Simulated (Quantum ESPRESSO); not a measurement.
# Cr (Im-3m) in Quantum ESPRESSO: a series of runs

One crystal, Cr, is run at these levels: PBE; tasks: single point, relaxation of cell and atoms.

Program: Quantum ESPRESSO 7.5. These are calculated values, not measurements. Logs are shortened: lines on timing, memory, paths and dates and some standing lists are left out, and cuts for length are marked.

**1. The structure**

Symmetry: Im-3m, No. 229, cubic system. Conventional cell: a = 2.969 Å, b = 2.969 Å, c = 2.969 Å, α = 90.00°, β = 90.00°, γ = 90.00°. Around Cr (site symmetry m-3m) lie 8 Cr at 2.57 Å.

**2. Single point, PBE, collinear spin, ferromagnetic start**

The input, run.py:

```python
import numpy as np
from ase.calculators.espresso import Espresso, EspressoProfile
from ase.io import read

atoms = read('Cr.xyz')
atoms.set_initial_magnetic_moments([3.0])

input_data = {
    'control': {'calculation': 'scf', 'prefix': 'pwscf', 'outdir': './tmp', 'tprnfor': True, 'tstress': True, 'disk_io': 'nowf'},
    'system': {'ecutwfc': 55.0, 'ecutrho': 440.0, 'nbnd': 16, 'occupations': 'smearing', 'smearing': 'fd', 'degauss': 0.00367493, 'nspin': 2},
    'electrons': {'conv_thr': 2e-10, 'electron_maxstep': 120, 'mixing_beta': 0.3},
}
pseudopotentials = {'Cr': 'cr_pbe_v1.5.uspp.F.UPF'}
profile = EspressoProfile(command='pw.x', pseudo_dir='pseudo')
atoms.calc = Espresso(profile=profile, input_data=input_data, pseudopotentials=pseudopotentials, kpts=(12, 12, 12), koffset=(0, 0, 0))

print(f'energy {atoms.get_potential_energy():.8f} eV')
print('forces (eV/A)')
print(np.round(atoms.get_forces(), 6))
print('stress (eV/A^3, Voigt)')
print(np.round(atoms.get_stress(), 8))
print(f'Fermi level {atoms.calc.get_fermi_level():.4f} eV')
```

The input, Cr.xyz:

```xyz
1
Lattice="-1.4844496776 1.4844496776 1.4844496776 1.4844496776 -1.4844496776 1.4844496776 1.4844496776 1.4844496776 -1.4844496776" Properties=species:S:1:pos:R:3 pbc="T T T"
Cr     0.0000000000      0.0000000000      0.0000000000
```

Potentials or basis: SSSP 1.3 efficiency PBE.

Started as:

```
OMP_NUM_THREADS=1 python run.py
```

What it wrote:

```text
energy -2387.58155702 eV
forces (eV/A)
[[0. 0. 0.]]
stress (eV/A^3, Voigt)
[ 0.15498225  0.15498225  0.15498225 -0.         -0.         -0.        ]
Fermi level 16.7797 eV
```

espresso.pwi:

```text
&CONTROL
   calculation      = 'scf'
   tstress          = .true.
   tprnfor          = .true.
   outdir           = './tmp'
   prefix           = 'pwscf'
   disk_io          = 'nowf'
   pseudo_dir       = 'pseudo'
/
&SYSTEM
   nbnd             = 16
   ecutwfc          = 55.0
   ecutrho          = 440.0
   occupations      = 'smearing'
   degauss          = 0.00367493
   smearing         = 'fd'
   nspin            = 2
   starting_magnetization(1) = 3.0
   ntyp             = 1
   nat              = 1
   ibrav            = 0
/
&ELECTRONS
   electron_maxstep = 120
   conv_thr         = 2e-10
   mixing_beta      = 0.3
/
&IONS
/
&CELL
/
&FCP
/
&RISM
/
ATOMIC_SPECIES
Cr  51.9961 cr_pbe_v1.5.uspp.F.UPF

K_POINTS automatic
12 12 12  0 0 0

CELL_PARAMETERS angstrom
-1.48444967760000 1.48444967760000 1.48444967760000
1.48444967760000 -1.48444967760000 1.48444967760000
1.48444967760000 1.48444967760000 -1.48444967760000

ATOMIC_POSITIONS angstrom
Cr  0.0000000000 0.0000000000 0.0000000000
```

espresso.pwo:

```text
This program is part of the open-source Quantum ESPRESSO suite
     for quantum simulation of materials; please cite
         "P. Giannozzi et al., J. Phys.:Condens. Matter 21 395502 (2009);
         "P. Giannozzi et al., J. Phys.:Condens. Matter 29 465901 (2017);
         "P. Giannozzi et al., J. Chem. Phys. 152 154105 (2020);
     in publications or presentations arising from this work. More details at

Warning: card &CELL ignored
Warning: card &FCP ignored
Warning: card &RISM ignored

     Message from routine setup:
     using ibrav=0 with symmetry is DISCOURAGED, use correct ibrav instead

     Subspace diagonalization in iterative solution of the eigenvalue problem:
     a serial algorithm will be used

     G-vector sticks info
     --------------------
     sticks:   dense  smooth     PW     G-vecs:    dense   smooth      PW
     Sum         781     391    155                13811     4897    1205

     Using Slab Decomposition

     bravais-lattice index     =            0
     lattice parameter (alat)  =       4.8588  a.u.
     unit-cell volume          =      88.2984 (a.u.)^3
     number of atoms/cell      =            1
     number of atomic types    =            1
     number of electrons       =        14.00
     number of Kohn-Sham states=           16
     kinetic-energy cutoff     =      55.0000  Ry
     charge density cutoff     =     440.0000  Ry
     scf convergence threshold =      2.0E-10
     mixing beta               =       0.3000
     number of iterations used =            8  plain     mixing
     Exchange-correlation=  SLA  PW   PBX  PBC
                           (   1   4   3   4   0   0   0)

     celldm(1)=   4.858755  celldm(2)=   0.000000  celldm(3)=   0.000000
     celldm(4)=   0.000000  celldm(5)=   0.000000  celldm(6)=   0.000000

     crystal axes: (cart. coord. in units of alat)
               a(1) = (  -0.577350   0.577350   0.577350 )
               a(2) = (   0.577350  -0.577350   0.577350 )
               a(3) = (   0.577350   0.577350  -0.577350 )

     reciprocal axes: (cart. coord. in units 2 pi/alat)
               b(1) = (  0.000000  0.866025  0.866025 )
               b(2) = (  0.866025  0.000000  0.866025 )
               b(3) = (  0.866025  0.866025  0.000000 )

     PseudoPot. # 1 for Cr read from file:
     cr_pbe_v1.5.uspp.F.UPF
     Pseudo is Ultrasoft + core correction, Zval = 14.0
     Generated by new atomic code, or converted to UPF format
     Using radial grid of  857 points,  6 beta functions with:
                l(1) =   0
                l(2) =   0
                l(3) =   1
                l(4) =   1
                l(5) =   2
                l(6) =   2
     Q(r) pseudized with  8 coefficients,  rinner =    0.950   0.950   0.950
                                                       0.950   0.950

     atomic species   valence    mass     pseudopotential
     Cr               14.00    51.99610     Cr( 1.00)

     Starting magnetic structure
     atomic species   magnetization
     Cr              0.214

     48 Sym. Ops., with inversion, found

   Cartesian axes

     site n.     atom                  positions (alat units)
         1        Cr     tau(   1) = (   0.0000000   0.0000000   0.0000000  )

     number of k points=    72  Fermi-Dirac smearing, width (Ry)=  0.0037
                       cart. coord. in units 2pi/alat
        k(    1) = (   0.0000000   0.0000000   0.0000000), wk =   0.0005787
        k(    2) = (   0.0721688   0.0721688   0.0000000), wk =   0.0069444
        k(    3) = (   0.1443376   0.1443376   0.0000000), wk =   0.0069444
        k(    4) = (   0.2165064   0.2165064   0.0000000), wk =   0.0069444
        k(    5) = (   0.2886751   0.2886751   0.0000000), wk =   0.0069444
        k(    6) = (   0.3608439   0.3608439   0.0000000), wk =   0.0069444
[... 64 lines left out ...]
        k(   71) = (  -0.8660254  -0.0721688  -0.0721688), wk =   0.0069444
        k(   72) = (  -0.8660254  -0.8660254  -0.8660254), wk =   0.0005787

     Dense  grid:    13811 G-vectors     FFT dimensions: (  36,  36,  36)

     Smooth grid:     4897 G-vectors     FFT dimensions: (  24,  24,  24)

     Check: negative core charge=   -0.000009
     Generating pointlists ...
     new r_m :   0.4125 (alat units)  2.0042 (a.u.) for type    1

     Initial potential from superposition of free atoms

     starting charge      13.0000, renormalised to      14.0000

     negative rho (up, down):  3.893E-04 2.519E-04
     Starting wfcs are   10 randomized atomic wfcs +    6 random wfcs

     Self-consistent Calculation

     iteration #  1     ecut=    55.00 Ry     beta= 0.30
     Davidson diagonalization with overlap
     ethr =  1.00E-02,  avg # of iterations =  5.5

     negative rho (up, down):  4.215E-04 5.283E-04

     total energy              =    -175.13206290 Ry
     estimated scf accuracy    <       2.43892828 Ry

     total magnetization       =     0.55 Bohr mag/cell
     absolute magnetization    =     0.56 Bohr mag/cell

     iteration #  2     ecut=    55.00 Ry     beta= 0.30
     Davidson diagonalization with overlap
     ethr =  1.00E-02,  avg # of iterations =  1.5

     negative rho (up, down):  3.491E-04 8.158E-04

     total energy              =    -175.43320754 Ry
     estimated scf accuracy    <       0.09260805 Ry

     total magnetization       =     0.92 Bohr mag/cell
     absolute magnetization    =     0.93 Bohr mag/cell

     iteration #  3     ecut=    55.00 Ry     beta= 0.30
     Davidson diagonalization with overlap
     ethr =  6.61E-04,  avg # of iterations =  1.8

     negative rho (up, down):  7.677E-05 6.620E-04

     total energy              =    -175.45988561 Ry
     estimated scf accuracy    <       0.02670511 Ry

     total magnetization       =     0.79 Bohr mag/cell
     absolute magnetization    =     0.80 Bohr mag/cell

     iteration #  4     ecut=    55.00 Ry     beta= 0.30
     Davidson diagonalization with overlap
     ethr =  1.91E-04,  avg # of iterations =  1.6

     negative rho (up, down):  2.067E-04 6.382E-04

     total energy              =    -175.46179118 Ry
     estimated scf accuracy    <       0.05803895 Ry

     total magnetization       =     0.08 Bohr mag/cell
     absolute magnetization    =     0.13 Bohr mag/cell

     iteration #  5     ecut=    55.00 Ry     beta= 0.30
     Davidson diagonalization with overlap
     ethr =  1.91E-04,  avg # of iterations =  2.0

     negative rho (up, down):  1.716E-04 9.401E-04

     total energy              =    -175.48327716 Ry
     estimated scf accuracy    <       0.01913926 Ry

     total magnetization       =     0.14 Bohr mag/cell
     absolute magnetization    =     0.18 Bohr mag/cell

     iteration #  6     ecut=    55.00 Ry     beta= 0.30
     Davidson diagonalization with overlap
     ethr =  1.37E-04,  avg # of iterations =  1.0

     negative rho (up, down):  3.360E-04 3.044E-04

     total energy              =    -175.47720417 Ry
     estimated scf accuracy    <       0.02295150 Ry

     total magnetization       =     0.26 Bohr mag/cell
     absolute magnetization    =     0.30 Bohr mag/cell
[... 55 lines left out ...]
     total energy              =    -175.48402291 Ry
     estimated scf accuracy    <       0.00000082 Ry

     total magnetization       =    -0.00 Bohr mag/cell
     absolute magnetization    =     0.00 Bohr mag/cell

     iteration # 12     ecut=    55.00 Ry     beta= 0.30
     Davidson diagonalization with overlap
     ethr =  5.89E-09,  avg # of iterations =  1.5

     negative rho (up, down):  3.137E-04 3.134E-04

     total energy              =    -175.48402301 Ry
     estimated scf accuracy    <       0.00000008 Ry

     total magnetization       =    -0.00 Bohr mag/cell
     absolute magnetization    =     0.00 Bohr mag/cell

     iteration # 13     ecut=    55.00 Ry     beta= 0.30
     Davidson diagonalization with overlap
     ethr =  5.77E-10,  avg # of iterations =  1.4

     negative rho (up, down):  3.137E-04 3.134E-04

     total energy              =    -175.48402304 Ry
     estimated scf accuracy    <       0.00000001 Ry

     total magnetization       =    -0.00 Bohr mag/cell
     absolute magnetization    =     0.00 Bohr mag/cell

     iteration # 14     ecut=    55.00 Ry     beta= 0.30
     Davidson diagonalization with overlap
     ethr =  1.02E-10,  avg # of iterations =  1.0

     negative rho (up, down):  3.136E-04 3.136E-04

     total energy              =    -175.48402306 Ry
     estimated scf accuracy    <       0.00000002 Ry

     total magnetization       =    -0.00 Bohr mag/cell
     absolute magnetization    =     0.00 Bohr mag/cell

     iteration # 15     ecut=    55.00 Ry     beta= 0.30
     Davidson diagonalization with overlap
     ethr =  1.02E-10,  avg # of iterations =  1.2

     negative rho (up, down):  3.136E-04 3.136E-04

     Magnetic moment per site  (integrated on atomic sphere of radius R)
     atom   1 (R=0.413)  charge= 12.3118  magn= -0.0000

     End of self-consistent calculation

     Number of k-points >= 100: set verbosity='high' to print the bands.

     the Fermi energy is    16.7797 ev

!    total energy              =    -175.48402307 Ry
     estimated scf accuracy    <          1.4E-10 Ry
     smearing contrib. (-TS)   =      -0.00044936 Ry
     internal energy E=F+TS    =    -175.48357371 Ry

     The total energy is F=E-TS. E is the sum of the following terms:
     one-electron contribution =     -65.33024431 Ry
     hartree contribution      =      39.31341232 Ry
     xc contribution           =     -22.32983389 Ry
     ewald contribution        =    -127.13690784 Ry

     total magnetization       =    -0.00 Bohr mag/cell
     absolute magnetization    =     0.00 Bohr mag/cell

     convergence has been achieved in  15 iterations

     negative rho (up, down):  3.136E-04 3.136E-04

     Forces acting on atoms (cartesian axes, Ry/au):

     atom    1 type  1   force =     0.00000000    0.00000000    0.00000000

     Total force =     0.000000     Total SCF correction =     0.000000

     Computing stress (Cartesian axis) and pressure

     negative rho (up, down):  3.136E-04 3.136E-04
          total   stress  (Ry/bohr**3)                   (kbar)     P=     -248.31
  -0.00168797   0.00000000   0.00000000         -248.31        0.00        0.00
   0.00000000  -0.00168797   0.00000000            0.00     -248.31        0.00
   0.00000000   0.00000000  -0.00168797            0.00        0.00     -248.31

=------------------------------------------------------------------------------=
   JOB DONE.
=------------------------------------------------------------------------------=
```

Wall time 36 s (1 thread of AMD EPYC 7R43 (Zen 3), shared host); peak memory 0.12 GiB.

What came out:

* Free energy: -2387.5818 eV
* Pressure: -24.8 GPa
* Band gap on the k mesh: none (metal or under the smearing width)
* Net moment: 0.00 μB per cell
* Absolute moment: 0.00 μB per cell
* Valence electrons inside the program's atomic spheres: Cr 12.31

Levels at points of the mesh, in eV from the Fermi level:
Spin up:
```tsv
k point	band 3	band 4	band 5	band 6	band 7	band 8	band 9	band 10	band 11	band 12
(0.00, 0.00, 0.00)	-42.78	-42.78	-7.39	-0.71	-0.71	-0.71	1.04	1.04	21.34	21.34
(0.00, 0.00, -0.50)	-42.98	-42.78	-3.82	-2.01	0.86	1.02	1.31	2.45	8.56	16.19
(-0.50, -0.50, -0.50)	-43.21	-43.21	-3.57	-3.57	2.12	2.12	2.12	9.54	9.54	9.54
```
Spin down:
| k point | band 4 | band 5 | band 6 | band 7 | band 8 | band 9 | band 10 | band 11 |
| --- | --- | --- | --- | --- | --- | --- | --- | --- |
| (0.00, 0.00, 0.00) | -42.78 | -7.39 | -0.71 | -0.71 | -0.71 | 1.04 | 1.04 | 21.34 |
| (0.00, 0.00, -0.50) | -42.78 | -3.82 | -2.01 | 0.86 | 1.02 | 1.31 | 2.45 | 8.56 |
| (-0.50, -0.50, -0.50) | -43.21 | -3.57 | -3.57 | 2.12 | 2.12 | 2.12 | 9.54 | 9.54 |

Caveat: the starting moments collapsed, and a magnetic state may lie lower; so large a pressure means that the cell lies far from this level's equilibrium, or that cutoff or potentials fall short.

**3. Relaxation of cell and atoms, PBE, collinear spin, ferromagnetic start**

The input, run.py:

```python
import numpy as np
from ase.calculators.espresso import Espresso, EspressoProfile
from ase.io import read

atoms = read('Cr.xyz')
atoms.set_initial_magnetic_moments([3.0])

input_data = {
    'control': {'calculation': 'scf', 'prefix': 'pwscf', 'outdir': './tmp', 'tprnfor': True, 'tstress': True, 'disk_io': 'low'},
    'system': {'ecutwfc': 45.0, 'ecutrho': 360.0, 'nbnd': 16, 'input_dft': 'pbe', 'occupations': 'smearing', 'smearing': 'gaussian', 'degauss': 0.00367493, 'nspin': 2},
    'electrons': {'conv_thr': 2e-10, 'electron_maxstep': 120, 'mixing_beta': 0.3},
}
pseudopotentials = {'Cr': 'cr_pbesol_v1.5.uspp.F.UPF'}
profile = EspressoProfile(command='pw.x', pseudo_dir='pseudo')
atoms.calc = Espresso(profile=profile, input_data=input_data, pseudopotentials=pseudopotentials, kpts=(10, 10, 10), koffset=(0, 0, 0))

from ase.optimize import BFGS
from ase.filters import FrechetCellFilter
done = BFGS(FrechetCellFilter(atoms), trajectory='opt.traj').run(fmax=0.02, steps=30)
print('converged', done)
print('cell (A)', np.round(atoms.cell.cellpar(), 5))
print(f'energy {atoms.get_potential_energy():.8f} eV')
print('forces (eV/A)')
print(np.round(atoms.get_forces(), 6))
print('stress (eV/A^3, Voigt)')
print(np.round(atoms.get_stress(), 8))
print(f'Fermi level {atoms.calc.get_fermi_level():.4f} eV')
```

Cr.xyz is that of step 2.

Potentials or basis: GBRV 1.5 PBEsol.

Started as:

```
OMP_NUM_THREADS=1 python run.py
```

Wall time 49 s (1 thread of Arm Neoverse V2, shared host); peak memory 0.08 GiB.

The run converged. Its results:

| Quantity | Value |
| --- | --- |
| Free energy | -2389.3608 eV |
| Relaxed volume | 11.56 Å³/atom |
| Relaxed cell | a = 2.467 Å, b = 2.467 Å, c = 2.467 Å, α = 109.47°, β = 109.47°, γ = 109.47° |
| Space group after relaxing (to 0.05 Å) | Im-3m (No. 229) |
| Energy gained by relaxing | 128.3 meV/atom |
| Ionic steps | 4 |
| Pressure after relaxing | -0.1 GPa |
| Band gap on the k mesh | none (metal or under the smearing width) |
| Net moment | 0.00 μB per cell |
| Absolute moment | 0.00 μB per cell |
| Valence electrons inside the program's atomic spheres | Cr 12.22 |

The path:
| step | energy change (eV) | largest force (eV/Å) | pressure (GPa) | volume (Å³) |
| --- | --- | --- | --- | --- |
| 1 | 0.0000 | 0.0000 | -24.48 | 13.08 |
| 2 | -0.1156 | 0.0000 | -9.04 | 12.01 |
| 3 | -0.1280 | 0.0000 | 1.44 | 11.49 |
| 4 | -0.1283 | 0.0000 | -0.07 | 11.56 |

Final structure:
```xyz
1
Lattice="-1.4244 1.4244 1.4244 1.4244 -1.4244 1.4244 1.4244 1.4244 -1.4244" Properties=species:S:1:pos:R:3 pbc="T T T"
Cr    0.0000    0.0000    0.0000
```

Levels at points of the mesh, in eV from the Fermi level:
Spin up:
```csv
k point,band 5,band 6,band 7,band 8,band 9,band 10
"(0.00, 0.00, 0.00)",-7.90,-0.96,-0.96,-0.96,1.09,1.09
"(0.00, 0.00, -0.50)",-4.47,-2.50,1.06,1.09,1.42,2.79
"(-0.50, -0.50, -0.50)",-4.36,-4.36,2.39,2.39,2.39,10.54
```
Spin down:
```
              k point  band 3  band 4  band 5  band 6  band 7  band 8  band 9  band 10  band 11  band 12
   (0.00, 0.00, 0.00)  -42.70  -42.70   -7.90   -0.96   -0.96   -0.96    1.09     1.09    22.28    22.28
  (0.00, 0.00, -0.50)  -42.99  -42.71   -4.47   -2.50    1.06    1.09    1.42     2.79     9.84    17.05
(-0.50, -0.50, -0.50)  -43.33  -43.33   -4.36   -4.36    2.39    2.39    2.39    10.54    10.54    10.54
```

Caveat: the potentials were made for another functional, which shifts forces and pressure; the starting moments collapsed, and a magnetic state may lie lower.

**4. For comparison**

An earlier run on the cell as given: functional PBE; potentials or basis SSSP 1.3 efficiency PBE; cutoff 748 eV; density cutoff 5987 eV; k mesh 12 × 12 × 12; occupations fermi-dirac, width 0.05 eV; collinear spin, ferromagnetic start; starting moments [3.0] μB.

* Pressure: -24.8 GPa
* Band gap on the k mesh: none (metal or under the smearing width)
* Net moment: 0.00 μB per cell
* Absolute moment: 0.00 μB per cell
* Valence electrons inside the program's atomic spheres: Cr 12.31
